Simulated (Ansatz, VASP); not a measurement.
**Two plane-wave programs on MgO**

The input INCAR:

```
SYSTEM = MgO
PREC = Accurate
ENCUT = 520
EDIFF = 1E-6
ISMEAR = 0
SIGMA = 0.02
LREAL = .False.
LASPH = .True.
NELM = 80
ALGO = Normal
ISIF = 2
LWAVE = .False.
LCHARG = .False.
GGA = PS
NBANDS = 11
```

File KPOINTS:

```
regular mesh
0
Gamma
  10 10 10
  0 0 0
```

File POSCAR:

```
MgO
1.0
    0.0000000000      2.1649353425      2.1649353425
    2.1649353425      0.0000000000      2.1649353425
    2.1649353425      2.1649353425      0.0000000000
Mg O
1 1
Direct
    0.0000000000      0.0000000000      0.0000000000
    0.5000000000      0.5000000000      0.5000000000
```

Input for Ansatz:

```yaml
crystal:
  lattice:
    - [0.0, 2.1649353425, 2.1649353425]
    - [2.1649353425, 0.0, 2.1649353425]
    - [2.1649353425, 2.1649353425, 0.0]
  atoms:
    - { symbol: Mg, position: [0.0, 0.0, 0.0] }
    - { symbol: O, position: [0.5, 0.5, 0.5] }
basis:
  ecutwfc: 420
kpoints:
  mp_grid: { grid: [10, 10, 10] }
hamiltonian:
  xc: pbesol
scf:
  occupations: { method: gaussian, width: 0.02 }
output:
  forces: true
  stress: true
  eigenvalues: true
```

Alike in both runs: task single point; functional PBEsol; k mesh 10 × 10 × 10; occupations gaussian, width 0.02 eV; no spin polarisation.

|  | VASP | Ansatz |
| --- | --- | --- |
| version | VASP 6.6.1 | Ansatz 0.2.0 |
| potentials or method | VASP PAW PBE potentials, release 64 (Mg, O) | scalar-relativistic, plane waves, PAW |
| plane-wave cutoff (eV) | 520 | 420 |
| valence electrons in the cell | 8 | 16 |

|  | VASP | Ansatz | Ansatz less VASP |
| --- | --- | --- | --- |
| gap on the k mesh at the Fermi level (eV) | 3.88 | 3.88 | +0.005 |
| least direct gap on the mesh (eV) | 3.88 | 3.88 | +0.005 |
| pressure (GPa) | -11.4 | -10.8 | +0.60 |

The two sets of potentials don't hold the same shells in valence.

Caveats: the PAW data sets were made with another functional, which shifts forces and pressure a little (VASP).
